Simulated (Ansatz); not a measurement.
## Zn: course of a relaxation

Method: DFT PBE, scalar-relativistic, plane waves, PAW in Ansatz 0.2.0. (420 eV cutoff, 20×20×20 k-mesh, Gaussian smearing of 0.10 eV, no spin polarisation)

What was changed in Ca: Ca → Zn on all its sites, cell and atoms relaxed.

Input:

```yaml
crystal:
  lattice:
    - [-1.7219628086, 1.7219628086, 1.3078343832]
    - [1.7219628086, -1.7219628086, 1.3078343832]
    - [1.7219628086, 1.7219628086, -1.3078343832]
  atoms:
    - { symbol: Zn, position: [0.5, 0.5, 0.0] }
basis:
  ecutwfc: 420
kpoints:
  mp_grid: { grid: [20, 20, 20] }
hamiltonian:
  xc: pbe
scf:
  occupations: { method: gaussian, width: 0.1 }
output:
  forces: true
  stress: true
  eigenvalues: true
relax:
  adjacent_minimum: "off"
  f_tol: 0.01
  max_steps: 60
  cell: { stress_tol: 0.1 }
```

F is the free energy. Steps run on the plane waves of an earlier cell, but the last one, and at times one on the way, on a freshly chosen basis, so a repeated geometry can differ a little in energy.

Steps:

```tsv
step	F − F(1) (eV)	largest force component (eV/Å)	V (Å³/atom)	P (GPa)
1	0.0000	0.000	15.512	-0.13
2	-0.0002	0.000	15.513	-0.05
3	-0.0002	0.000	15.517	0.00
4	-0.0002	0.000	15.517	0.00
```

Relaxed structure:

```
CELL_PARAMETERS angstrom
-1.72593 1.72593 1.30227
1.72593 -1.72593 1.30227
1.72593 1.72593 -1.30227
ATOMIC_POSITIONS crystal
Zn 0.50000 0.50000 0.00000
```

The structure is tetragonal, space group I4/mmm (No. 139). The conventional cell has a = 3.452 Å, b = 3.452 Å, c = 2.605 Å, α = 90.00°, β = 90.00°, γ = 90.00°. Zn (site symmetry 4/mmm) is surrounded by 10 Zn at 2.60 to 2.77 Å.

The run converged. The run took of the order of 40 core-seconds.